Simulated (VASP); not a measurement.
Set up this calculation in VASP 6.6.1, as the native input.

| Property | Result |
| --- | --- |
| Task | band structure |
| Functional | PBE0 |
| Potentials or basis | VASP PAW PBE potentials, release 64 (Ga_d, N) |
| Cutoff | 520 eV |
| k mesh | 6 × 6 × 3 |
| Occupations | gaussian, width 0.03 eV |
| Spin | no spin polarisation |
| Grid for exact exchange (PRECFOCK) | Fast |
| Exchange at q = 0 | truncated |
| Further INCAR settings | ALGO = Normal; EDIFF = 1e-07; NBANDS = 26 |

The system is GaN.

```xyz
4
Lattice="3.1802 0.0000 0.0000 -1.5901 2.7542 0.0000 0.0000 0.0000 5.1832" Properties=species:S:1:pos:R:3 pbc="T T T"
Ga    0.0000    1.8361    5.1793
Ga    1.5901    0.9181    2.5877
N     0.0000    1.8361    1.9476
N     1.5901    0.9181    4.5393
```

One way to write it, as run:

POSCAR

```
GaN                                     
1.0
    3.1802303026      0.0000000000      0.0000000000
   -1.5901151513      2.7541602278      0.0000000000
    0.0000000000      0.0000000000      5.1832172877
  Ga              N             
     2     2
Direct
     0.3333333300000021    0.6666666699999979    0.9992402474009704
     0.6666666699999979    0.3333333300000021    0.4992402474009704
     0.3333333300000021    0.6666666699999979    0.3757597525990296
     0.6666666699999979    0.3333333300000021    0.8757597525990296
```

INCAR.step1

```
ALGO = Normal
EDIFF = 1E-5
ENCUT = 520
GGA = PE
ISIF = 2
ISMEAR = 0
KPAR = 4
LASPH = T
LCHARG = F
LREAL = F
LWAVE = T
NBANDS = 26
NELM = 80
PREC = Accurate
SIGMA = 0.03
```

INCAR.step2

```
AEXX = 0.25
ALGO = Normal
EDIFF = 1E-7
ENCUT = 520
GGA = PE
HFRCUT = -1
ISIF = 2
ISMEAR = 0
ISTART = 1
KPAR = 4
LASPH = T
LCHARG = F
LHFCALC = T
LREAL = F
LWAVE = F
NBANDS = 26
NELM = 80
PREC = Accurate
PRECFOCK = Fast
SIGMA = 0.03
```

KPOINTS

```
k-points
0
Gamma
  6 6 3
```

KPOINTS_OPT

```
explicit points
6
Reciprocal
 0.0000000000  0.0000000000  0.0000000000 1
 0.0000000000  0.0000000000  0.5000000000 1
 0.3333333333  0.3333333333  0.5000000000 1
 0.3333333333  0.3333333333  0.0000000000 1
 0.5000000000  0.0000000000  0.5000000000 1
 0.5000000000  0.0000000000  0.0000000000 1
```

Potentials or basis: VASP PAW PBE potentials, release 64 (Ga_d, N).

Run with:

```sh
$ cat potpaw_PBE.64/Ga_d/POTCAR potpaw_PBE.64/N/POTCAR > POTCAR
$ cp INCAR.step1 INCAR
$ mpirun -np 4 vasp_std > vasp.out
$ cp INCAR.step2 INCAR
$ mpirun -np 4 vasp_std > vasp.out
```

Results of the run:

```yaml
Pressure: 0.1 GPa
Largest_force: 0.020 eV/Å
Band_gap_on_the_k_mesh: 3.93 eV, direct
Band_gap_along_the_path: 3.93 eV, direct
```

Caveat: the PAW data sets were made with another functional, which shifts forces and pressure a little.

It took 19 min on 4 MPI ranks on Intel(R) Xeon(R) Platinum 8488C (Sapphire Rapids), on a shared host, peak memory 0.2 GiB a rank.
